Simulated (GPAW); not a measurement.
Ga:

```
Ga
1.0
     2.71648    0.00000    0.00000
     0.00000    2.71648    0.00000
     0.00000    0.00000    2.71648
Ga
1
Direct
  0.00000 0.00000 0.00000
```

The cell was built by a generator and needn't be a form met in nature.

| Item | Value |
| --- | --- |
| Program | GPAW 26.7.0 |
| Task | relaxation of cell and atoms |
| Functional | RPBE |
| Dispersion | D3(BJ) |
| Potentials or basis | the program's PAW data sets (release 1.2.1) made for this functional |
| Cutoff | 600 eV |
| Basis | pw |
| k mesh | 10 × 10 × 10 |
| Occupations | fermi-dirac, width 0.05 eV |
| Spin | no spin polarisation |

At the start: pressure -12.6 GPa; volume 20.05 Å³/atom.

Where does the relaxation end?

Over 5 steps the energy falls by 200.1 meV/atom and the volume is 16.01 Å³/atom (-20.1 %); space group Pm-3m (No. 221, to 0.05 Å).

The path:
```tsv
step	energy change (eV)	largest force (eV/Å)	pressure (GPa)	volume (Å³)
1	0.0000	0.0000	-12.62	20.05
2	-0.0971	0.0000	-10.53	18.73
3	-0.1658	0.0000	9.18	14.74
4	-0.1989	0.0000	-1.51	16.25
5	-0.2001	0.0000	-0.08	16.01
```

Final structure:
```xyz
1
Lattice="2.5202 0.0000 0.0000 0.0000 2.5202 0.0000 0.0000 0.0000 2.5202" Properties=species:S:1:pos:R:3 pbc="T T T"
Ga    0.0000    0.0000    0.0000
```

Caveat: later steps reuse the first step's grids; the volume moved by over 15 % at a fixed basis, so the end points are rough; pairwise dispersion overbinds metals, which lowers pressure and volume.
